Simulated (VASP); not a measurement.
BaTiO3:

```
Ba Ti O
1.0
     2.82737    1.63238    2.31839
    -2.82737    1.63238    2.31839
     0.00000   -3.26476    2.31839
Ba Ti O
1 1 3
Direct
  0.00000 0.00000 0.00000
  0.48450 0.48450 0.48450
  0.50860 0.01750 0.50860
  0.01750 0.50860 0.50860
  0.50860 0.50860 0.01750
```

Base run:

| Quantity | Value |
| --- | --- |
| Program | VASP 6.6.1 |
| Functional | LDA |
| Potentials or basis | VASP PAW LDA potentials, release 64 (Ba_sv, Ti_sv, O) |
| Cutoff | 520 eV |
| k mesh | 6 × 6 × 6 |
| Occupations | gaussian, width 0.02 eV |
| Spin | spin-orbit coupling, no magnetisation |

Its results: pressure -3.9 GPa; largest force 0.144 eV/Å.

Problem. The run is repeated on the same cell with these changes: functional from LDA to r2SCAN; potentials or basis from VASP PAW LDA potentials, release 64 (Ba_sv, Ti_sv, O) to VASP PAW PBE potentials, release 64 (Ba_sv, Ti_sv, O). What comes out?

Solution. Pressure 4.0 GPa; largest force 0.263 eV/Å.

Caveats: the PAW data sets were made with another functional, which shifts forces and pressure a little (some runs).
